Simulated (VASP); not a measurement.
# KCl: molecular dynamics with a thermostat

KCl, Pm-3m (no. 221), 8 atoms in the cell. PBE, molecular dynamics; PAW potentials K_pv, Cl (PBE set).

Ensemble: Nose-Hoover chain; Target temperature (K): 1600.

## Input

INCAR:
```
SYSTEM = KCl
ALGO = Normal
EDIFF = 1E-6
ENCUT = 260
GGA = PE
IBRION = 0
ISIF = 2
ISMEAR = 0
ISYM = 0
KPAR = 2
LASPH = .TRUE.
LCHARG = .FALSE.
LREAL = Auto
LWAVE = .FALSE.
MDALGO = 4
NELM = 60
NELMIN = 4
NHC_NCHAINS = 3
NHC_PERIOD = 30
NSW = 60
POTIM = 2.0
PREC = Normal
RANDOM_SEED = 234649 0 0
SIGMA = 0.05
TEBEG = 1600
```

KPOINTS:
```
k-points
0
Gamma
  3 3 1
```

POSCAR:
```
KCl
1.0
    3.8391960000      0.0000000000      0.0000000000
    0.0000000000      3.8391960000      0.0000000000
    0.0000000000      0.0000000000     15.3567840000
K Cl
4 4
Direct
    0.0000000000      0.0000000000      0.0000000000
    0.0000000000      0.0000000000      0.2500000000
    0.0000000000      0.0000000000      0.5000000000
    0.0000000000      0.0000000000      0.7500000000
    0.5000000000      0.5000000000      0.1250000000
    0.5000000000      0.5000000000      0.3750000000
    0.5000000000      0.5000000000      0.6250000000
    0.5000000000      0.5000000000      0.8750000000
```

Commands:
```
cat potpaw_PBE.64/K_pv/POTCAR potpaw_PBE.64/Cl/POTCAR > POTCAR
mpirun -np 2 vasp_std > vasp.out
```

## Result

- Mean temperature (K): 1179
- Standard error of the mean temperature (K): 100
- Relative fluctuation of the kinetic energy: 0.182
- Canonical value of that fluctuation: 0.309
- Rise of the mean potential energy above the start (meV/atom): 88.5
- Electronic steps per ionic step after the first: 4.2

Course of the run:

| Time (fs) | Temperature (K) | Potential energy less the first (meV/atom) |
|---|---|---|
| 2 | 1600 | 0.0 |
| 12 | 1528 | 8.2 |
| 20 | 1386 | 24.6 |
| 30 | 1166 | 50.9 |
| 38 | 1006 | 71.5 |
| 48 | 882 | 90.4 |
| 56 | 867 | 98.1 |
| 66 | 944 | 100.8 |
| 74 | 1044 | 102.5 |
| 84 | 1155 | 111.5 |
| 92 | 1197 | 125.7 |
| 102 | 1220 | 145.1 |
| 110 | 1286 | 152.4 |
| 120 | 1484 | 145.4 |

REPORT:
```
MDALGO =   4
           NHC_NCHAINS =   3
            NHC_PERIOD =    30
            NHC_NRESPA =    1
                NHC_NS =  1
               SCALING =       0
                 CNEXP =     9.000   14.000
           RANDOM_SEED =            234649                0                0

   original number of atomic DOF:         21
   number of independent constraints:      0
   number of active DOF:                  21

========================================
         MD step No.       1
========================================

  Atomic velocities initialized by STEP_tb

  >Nose-Hoover_chains
                       xs       vs(fs^-1)
   nhc_s>   0.10085656E-10   0.20169211E-10
   nhc_s>  -0.13889371E-03  -0.27779707E-03
   nhc_s>  -0.13888889E-03  -0.27773919E-03

  >Energies
                    E_tot             E_pot             E_kin               EPS                ES
   e_b>   -0.24957960E+02   -0.26405681E+02    0.14477209E+01    0.38296832E-04   -0.38300128E-04

  >Temperature
               T_sim     T_inst
   tmprt>   1600.000   1600.000

           RANDOM_SEED =            234649               48                0

[... steps left out ...]

========================================
         MD step No.      60
========================================

  >Nose-Hoover_chains
                       xs       vs(fs^-1)
   nhc_s>  -0.52363590E+00  -0.41526420E-02
   nhc_s>   0.39275062E+00   0.41151376E-01
   nhc_s>  -0.99407236E+00   0.11304432E-01

  >Energies
                    E_tot             E_pot             E_kin               EPS                ES
   e_b>   -0.24957066E+02   -0.25242791E+02    0.13429235E+01    0.54186759E+00   -0.15990663E+01

  >Temperature
               T_sim     T_inst
   tmprt>   1600.000   1484.180

           RANDOM_SEED =            234649               48                0
```

OSZICAR:
```
N       E                     dE             d eps       ncg     rms          rms(c)
DAV:   1     0.318480915249E+03    0.31848E+03   -0.17200E+04   362   0.897E+02
DAV:   2    -0.227039068451E+01   -0.32075E+03   -0.31781E+03   455   0.247E+02
DAV:   3    -0.272984112218E+02   -0.25028E+02   -0.25009E+02   339   0.669E+01
DAV:   4    -0.276306675179E+02   -0.33226E+00   -0.33194E+00   419   0.916E+00
DAV:   5    -0.276356727943E+02   -0.50053E-02   -0.50051E-02   419   0.114E+00    0.609E+00
DAV:   6    -0.265226658629E+02    0.11130E+01   -0.25705E+00   366   0.578E+00    0.519E+00
DAV:   7    -0.263972968275E+02    0.12537E+00   -0.50985E-01   400   0.303E+00    0.328E+00
DAV:   8    -0.264025850518E+02   -0.52882E-02   -0.63566E-02   399   0.164E+00    0.291E-01
DAV:   9    -0.264044438902E+02   -0.18588E-02   -0.11198E-02   388   0.468E-01    0.181E-01
DAV:  10    -0.264055735517E+02   -0.11297E-02   -0.13091E-03   385   0.190E-01    0.730E-02
DAV:  11    -0.264056724141E+02   -0.98862E-04   -0.90374E-04   350   0.170E-01    0.218E-02
DAV:  12    -0.264056789854E+02   -0.65713E-05   -0.52402E-05   404   0.376E-02    0.103E-02
[... left out ...]
     58 T=  1392. E= -.24945015E+02 F= -.25205491E+02 E0= -.25205491E+02  EK= 0.12713E+01 SP= -.16E+01 SK= 0.56E+00
     59 T=  1436. E= -.24945521E+02 F= -.25222310E+02 E0= -.25222310E+02  EK= 0.13112E+01 SP= -.16E+01 SK= 0.55E+00
[... last step whole ...]
       N       E                     dE             d eps       ncg     rms          rms(c)
DAV:   1    -0.252427167698E+02   -0.20406E-01   -0.12175E-02   562   0.235E+00    0.292E-02
DAV:   2    -0.252427917600E+02   -0.74990E-04   -0.76967E-04   369   0.133E-01    0.212E-02
DAV:   3    -0.252427914086E+02    0.35148E-06   -0.80021E-06   436   0.152E-02    0.135E-02
DAV:   4    -0.252427908696E+02    0.53894E-06   -0.63198E-07   260   0.427E-03
     60 T=  1484. E= -.24946067E+02 F= -.25242791E+02 E0= -.25242791E+02  EK= 0.13539E+01 SP= -.16E+01 SK= 0.54E+00
```

Limits: 120 fs of 8 atoms are too short for converged averages; the cell is only 3.8 Å across, so each atom moves in step with near copies of itself.

VASP 6.6.1 took 181 s on 2 cores (Intel Xeon Platinum 8488C (Sapphire Rapids)), a shared host.
